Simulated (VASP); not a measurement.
# Cu (Fm-3m) in VASP: further runs, part 2 of 2

VASP 6.6.1. Earlier steps stand in the parts before.

### 3 Relaxation of cell and atoms, LDA

Input file INCAR:

```
SYSTEM = Cu
PREC     = Accurate       ! precision mode
ENCUT    = 600            ! plane-wave cutoff, eV
EDIFF    = 1E-6           ! SCF threshold, eV
ISMEAR   = 1              ! smearing method
SIGMA    = 0.1            ! smearing width, eV
LREAL    = .FALSE.        ! projectors in reciprocal space
LASPH    = .TRUE.         ! aspherical terms in the spheres
NELM     = 80             ! most SCF steps
ALGO     = Normal         ! electronic algorithm
ISIF     = 3              ! what is computed and relaxed
LWAVE    = .FALSE.        ! write WAVECAR
LCHARG   = .FALSE.        ! write CHGCAR
IBRION   = 2              ! ionic algorithm
NSW      = 90             ! ionic steps
EDIFFG   = -0.01          ! ionic threshold
```

Input file KPOINTS:

```
regular mesh
0
G
  18 18 18
  0 0 0
```

Input file POSCAR:

```
Cu
1.0
    0.0000000000      1.8075000000      1.8075000000
    1.8075000000      0.0000000000      1.8075000000
    1.8075000000      1.8075000000      0.0000000000
Cu
1
Direct
    0.0000000000      0.0000000000      0.0000000000
```

Potentials or basis: VASP PAW LDA potentials, release 64 (Cu).

Started as:

```console
$ cat potpaw_LDA.64/Cu/POTCAR > POTCAR
$ mpirun -np 1 vasp_std > vasp.out
```

OUTCAR:

```text
SYSTEM = Cu
   PREC = Accurate
   ENCUT = 600
   EDIFF = 1E-6
   ISMEAR = 1
   LREAL = .FALSE.
   LASPH = .TRUE.
   NELM = 80
   ISIF = 3
   IBRION = 2
   NSW = 90
   EDIFFG = -0.01

 ion  position               nearest neighbor table
   1  0.000  0.000  0.000-

  LATTYP: Found a face centered cubic cell.
 ALAT       =     3.6150000000

  Lattice vectors:

 A1 = (   0.0000000000,   1.8075000000,   1.8075000000)
 A2 = (   1.8075000000,   0.0000000000,   1.8075000000)
 A3 = (   1.8075000000,   1.8075000000,   0.0000000000)

Analysis of symmetry for initial positions (statically):
=====================================================================
 Subroutine PRICEL returns:
 Original cell was already a primitive cell.

 Routine SETGRP: Setting up the symmetry group for a
 face centered cubic supercell.

 Subroutine GETGRP returns: Found 48 space group operations
 (whereof 48 operations were pure point group operations)
 out of a pool of 48 trial point group operations.

The static configuration has the point symmetry O_h .

Analysis of symmetry for dynamics (positions and initial velocities):
[... 166 lines left out ...]
  -------------------------------------------------------------------------------------
  Total       -0.8504954     -0.8504954     -0.8504954      0.0000000      0.0000000      0.0000000
  in kB     -115.3765703   -115.3765703   -115.3765703      0.0000000      0.0000000      0.0000000
  external PRESSURE =    -115.3765703 kB  Pullay stress =       0.0000000 kB
[... 57 lines left out ...]
--------------------------------------- Ionic step        3  -------------------------------------------

 number of electron      11.0000002 magnetization

 Free energy of the ion-electron system (eV)
  ---------------------------------------------------
  ext. energy  EPLUGINS =         0.00000000
  ---------------------------------------------------
  free energy    TOTEN  =        -4.70783210 eV

  energy without entropy =       -4.70778127  energy(sigma->0) =       -4.70781515

 E-fermi :   8.2912     XC(G=0): -13.5510

 val. band max:        8.2797633609   @ k =   0.5000   0.3333   0.1667
 cond. band min:       8.3149336492   @ k =  -0.4444   0.1111   0.0556
 fundamental gap:      0.0351702883
 Fermi energy:         8.2911967892

 k-point     1 :       0.0000    0.0000    0.0000
  band No.  band energies     occupation
      1      -1.6126      2.00000
      2       5.0163      2.00000
      3       5.0163      2.00000
      4       5.0163      2.00000
      5       5.9586      2.00000
      6       5.9586      2.00000
      7      31.6060      0.00000
      8      34.6818      0.00000
      9      34.6818      0.00000
[... 265 lines left out ...]
 k-point    24 :      -0.2222    0.0556    0.0000
  band No.  band energies     occupation
      1       0.5624      2.00000
      2       4.6871      2.00000
      3       5.1954      2.00000
      4       5.2387      2.00000
      5       5.8999      2.00000
      6       6.1765      2.00000
      7      21.9620      0.00000
      8      29.1835      0.00000
      9      32.8903      0.00000

 [... further k-points ...]
[... 5 lines left out ...]
  --------------------------------------------------------------------------------------
  -------------------------------------------------------------------------------------
  Total       -0.0066750     -0.0066750     -0.0066750     -0.0000000     -0.0000000      0.0000000
  in kB       -0.9768363     -0.9768363     -0.9768363     -0.0000000     -0.0000000      0.0000000
  external PRESSURE =      -0.9768363 kB  Pullay stress =       0.0000000 kB
[... 16 lines left out ...]
  FREE ENERGIE OF THE ION-ELECTRON SYSTEM (eV)
  ---------------------------------------------------
  free  energy   TOTEN  =        -4.7078320988 eV

  energy  without entropy=       -4.7077812670  energy(sigma->0) =       -4.70781515

 reached required accuracy - stopping structural energy minimisation
```

Wall time 51 s (1 thread of Intel Xeon Platinum 8375C at 2.90GHz (Ice Lake), shared host); peak memory 0.14 GiB.

What came out:

```
Free energy                            : -4.7078 eV
Relaxed volume                         : 10.95 Å³/atom
Relaxed cell                           : a = 2.492 Å, b = 2.492 Å, c = 2.492 Å, α = 60.00°, β = 60.00°, γ = 60.00°
Space group after relaxing (to 0.05 Å) : Fm-3m (No. 225)
Energy gained by relaxing              : 33.6 meV/atom
Ionic steps                            : 3
Pressure after relaxing                : -0.1 GPa
Band gap on the k mesh                 : none (metal or under the smearing width)
```

The path:
| step | energy change (eV) | largest force (eV/Å) | pressure (GPa) | volume (Å³) |
| --- | --- | --- | --- | --- |
| 1 | 0.0000 | 0.0000 | -11.54 | 11.81 |
| 2 | -0.0176 | 0.0000 | 10.19 | 10.42 |
| 3 | -0.0336 | 0.0000 | -0.10 | 10.95 |

Final structure:
```
Cu
1.0
     0.00000    1.76240    1.76240
     1.76240    0.00000    1.76240
     1.76240    1.76240    0.00000
Cu
1
Cartesian
  0.0000 0.0000 0.0000
```

LDA usually gives volumes a few per cent too small. Zero-point motion and thermal expansion aren't in these numbers.

### 4 Relaxation of cell and atoms, LDA

This run uses another cell than the first one, of 10.95 Å³/atom, 0.927 times its volume.

Changes to INCAR since step 3:

```diff
@@ -3,3 +3,3 @@
 ENCUT    = 600            ! plane-wave cutoff, eV
-EDIFF    = 1E-6           ! SCF threshold, eV
+EDIFF    = 1E-7           ! SCF threshold, eV
 ISMEAR   = 1              ! smearing method
@@ -15,2 +15,2 @@
 NSW      = 90             ! ionic steps
-EDIFFG   = -0.01          ! ionic threshold
+EDIFFG   = -0.005         ! ionic threshold
```

KPOINTS is that of step 3.

Input file POSCAR:

```
Cu                                      
1.0
    0.0000000000      1.7623990185      1.7623990185
    1.7623990185      0.0000000000      1.7623990185
    1.7623990185      1.7623990185     -0.0000000000
  Cu            
     1
Direct
     0.0000000000000000    0.0000000000000000    0.0000000000000000
```

Started as:

```console
$ cat potpaw_LDA.64/Cu/POTCAR > POTCAR
$ mpirun -np 1 vasp_std > vasp.out
```

It took 23 s on 1 thread of Intel Xeon Platinum 8375C at 2.90GHz (Ice Lake), shared host; peak memory 0.13 GiB.

It converged, with:

* Free energy: -4.7075 eV
* Pressure after relaxing: 0.0 GPa
* Band gap on the k mesh: none (metal or under the smearing width)

Final structure:
```
CELL_PARAMETERS angstrom
0.00000 1.76240 1.76240
1.76240 0.00000 1.76240
1.76240 1.76240 0.00000
ATOMIC_POSITIONS crystal
Cu 0.00000 0.00000 0.00000
```

Levels at points of the mesh, in eV from the Fermi level:
| k point | band 2 | band 3 | band 4 | band 5 | band 6 | band 7 | band 8 | band 9 |
| --- | --- | --- | --- | --- | --- | --- | --- | --- |
| (0.00, 0.00, 0.00) | -3.27 | -3.27 | -3.27 | -2.33 | -2.33 | 23.31 | 26.39 | 26.39 |
| (0.50, 0.00, 0.00) | -3.31 | -3.31 | -1.69 | -1.69 | -1.17 | 4.16 | 21.80 | 23.15 |
| (0.50, 0.50, 0.00) | -4.84 | -1.71 | -1.54 | -1.54 | 1.47 | 7.70 | 13.64 | 13.64 |

Caveat: the relaxation stopped at its first step, so nothing moved.

### 5 Relaxation of cell and atoms, PBE+D3(BJ)

Input file INCAR:

```
SYSTEM = Cu
PREC = Accurate
ENCUT = 600
EDIFF = 1E-6
ISMEAR = 1
SIGMA = 0.1
LREAL = .FALSE.
LASPH = .TRUE.
NELM = 80
ALGO = Normal
ISIF = 3
LWAVE = .FALSE.
LCHARG = .FALSE.
GGA = PE
IVDW = 12
IBRION = 2
NSW = 90
EDIFFG = -0.01
```

Input file KPOINTS:

```
Automatic mesh
0
G
  18 18 18
  0 0 0
```

Input file POSCAR:

```
Cu
1.0
    0.0000000000      1.8075000000      1.8075000000
    1.8075000000      0.0000000000      1.8075000000
    1.8075000000      1.8075000000      0.0000000000
Cu
1
Direct
    0.0000000000      0.0000000000      0.0000000000
```

Potentials or basis: VASP PAW PBE potentials, release 64 (Cu).

Started as:

```console
$ cat potpaw_PBE.64/Cu/POTCAR > POTCAR
$ mpirun -np 1 vasp_std > vasp.out
```

Wall time 24 s (1 thread of Intel Xeon Platinum 8488C (Sapphire Rapids), shared host); peak memory 0.16 GiB.

Results (log left out):

| Quantity | Value |
| --- | --- |
| Free energy | -4.3183 eV |
| Relaxed volume | 11.36 Å³/atom |
| Relaxed cell | a = 2.523 Å, b = 2.523 Å, c = 2.523 Å, α = 60.00°, β = 60.00°, γ = 60.00° |
| Space group after relaxing (to 0.05 Å) | Fm-3m (No. 225) |
| Energy gained by relaxing | 8.4 meV/atom |
| Ionic steps | 3 |
| Pressure after relaxing | 0.0 GPa |
| Band gap on the k mesh | none (metal or under the smearing width) |
| Dispersion energy per atom | -0.607 eV |

The path:
```
step  energy change (eV)  largest force (eV/Å)  pressure (GPa)  volume (Å³)
   1              0.0000                0.0000           -5.65        11.81
   2             -0.0057                0.0000            3.79        11.11
   3             -0.0084                0.0000            0.01        11.36
```

Final structure:
```xyz
1
Lattice="0.0000 1.7840 1.7840 1.7840 0.0000 1.7840 1.7840 1.7840 0.0000" Properties=species:S:1:pos:R:3 pbc="T T T"
Cu    0.0000    0.0000    0.0000
```

Levels at points of the mesh, in eV from the Fermi level:
```csv
k point,band 3,band 4,band 5,band 6,band 7,band 8,band 9
"(0.00, 0.00, 0.00)",-3.12,-3.12,-2.24,-2.24,22.94,25.89,25.89
"(0.50, 0.00, 0.00)",-3.15,-1.64,-1.64,-1.09,3.99,21.41,22.72
"(0.50, 0.50, 0.00)",-1.66,-1.49,-1.49,1.50,7.42,13.42,13.42
```

Caveat: pairwise dispersion overbinds metals, which lowers pressure and volume.

### 6 Overview

```tsv
task	level	potentials or basis	cell	gap on the mesh (eV)	pressure (GPa)
relaxation of the atoms	r2SCAN	VASP PAW PBE potentials, release 64 (Cu)	atoms relaxed from: a relaxed cell with its volume scaled by 1.06	none	-8.0
relaxation of cell and atoms	LDA	VASP PAW LDA potentials, release 64 (Cu)	relaxed	none	0.0
relaxation of cell and atoms	PBE+D3(BJ)	VASP PAW PBE potentials, release 64 (Cu)	relaxed	none	0.0
```

Alike in all rows: no spin polarisation; k mesh 18 × 18 × 18; cutoff (eV) 600; smearing methfessel-paxton 0.1 eV.

Caveats: the relaxation stopped at its first step, so nothing moved (some runs); the PAW data sets were made with another functional, which shifts forces and pressure a little (some runs); pairwise dispersion overbinds metals, which lowers pressure and volume (some runs).

Total energies depend on the potentials used, so only differences within one code and one set of settings carry meaning.
